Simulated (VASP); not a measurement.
## Yb: single point with PBE

Yb:

```
Yb
1.0
    -2.07352    2.22264    2.17799
     2.13050   -2.11761    2.12994
     2.10415    2.14825   -2.07296
Yb
1
Direct
  0.98582 0.99528 0.98341
```

The cell isn't the ideal one: cell strained at random at fixed volume.

```
Program                : VASP 6.6.1
Task                   : single point
Functional             : PBE
Potentials or basis    : VASP PAW PBE potentials, release 64 (Yb)
Cutoff                 : 520 eV
k mesh                 : 9 × 9 × 9
Occupations            : fermi-dirac, width 0.05 eV
Spin                   : collinear spin, ferromagnetic start
Starting moments       : [1.0] μB
Further INCAR settings : ALGO = Normal; EDIFF = 1e-07; NBANDS = 22
```

- Pressure: -2.5 GPa
- Band gap on the k mesh: none (metal or under the smearing width)
- Net moment: 0.00 μB per cell
- Valence electrons inside the program's atomic spheres: Yb 22.06

Stress tensor (GPa, compression positive):
```
-2.44 -0.20 -0.53
-0.20 -2.55 -0.98
-0.53 -0.98 -2.55
```

Levels at points of the mesh, in eV from the Fermi level:
Spin up:
```csv
k point,band 9,band 10,band 11,band 12,band 13,band 14,band 15,band 16
"(0.00, 0.00, 0.00)",-0.31,-0.30,-0.30,-0.28,2.56,2.66,3.12,4.44
```
Spin down:
```csv
k point,band 10,band 11,band 12,band 13,band 14,band 15
"(0.00, 0.00, 0.00)",-0.30,-0.30,-0.28,2.56,2.66,3.12
```

Run time: 86 min on 1 thread of Intel(R) Xeon(R) Platinum 8488C (Sapphire Rapids), on a shared host, peak memory 0.66 GiB.

Caveat: spin-orbit coupling is left out, which moves the levels of the heavy elements. The state reached can hang on the start; a lower one may exist.
